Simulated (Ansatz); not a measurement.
Pt in Ansatz: the effect of functional

Pt:

```
Pt
1.0
     2.72335    0.00000    0.00000
    -1.36168    2.35849    0.00000
     0.00000    0.00000    4.72737
Pt
2
Direct
  0.33333 0.66667 0.25000
  0.66667 0.33333 0.75000
```

This isn't the form of Pt at room conditions, which is fcc.

The cell isn't the ideal one: volume scaled by 0.96.

Alike in all runs:

* Program: Ansatz 0.2.0
* Task: single point
* Potentials or basis: Ansatz PAW
* k mesh: 11 × 11 × 6
* Occupations: fermi-dirac, width 0.05 eV
* Spin: no spin polarisation

```csv
functional,cutoff,pressure (GPa)
LDA,420 eV (not typed: the program's choice for these potentials),?
PBEsol,420 eV (not typed: the program's choice for these potentials),-0.5
r2SCAN,500 eV (not typed: the program's choice for these potentials),4.3
```

**Question.** What does the run with functional LDA give?

**Answer.** Pressure -5.8 GPa.

Caveats: the PAW data sets come from PBE, with cores solved anew for the run's functional, which leaves a small shift of forces and pressure.
